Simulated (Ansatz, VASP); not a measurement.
**Zr: VASP beside Ansatz**

```xyz
1
Lattice="-1.7405 1.7405 1.7405 1.7405 -1.7405 1.7405 1.7405 1.7405 -1.7405" Properties=species:S:1:pos:R:3 pbc="T T T"
Zr    0.0000    0.0000    0.0000
```

Alike in both runs: task single point; functional PBE; k mesh 14 × 14 × 14; occupations fermi-dirac, width 0.1 eV; no spin polarisation.

|  | VASP | Ansatz |
| --- | --- | --- |
| version | VASP 6.6.1 | Ansatz 0.2.0 |
| potentials or method | VASP PAW PBE potentials, release 64 (Zr_sv) | plane waves (420 eV) with PAW, scalar-relativistic |
| plane-wave cutoff (eV) | 520 | 420 |
| valence electrons in the cell | 12 | 12 |

```csv
,VASP,Ansatz,Ansatz less VASP
pressure (GPa),8.1,8.1,-0.06
```
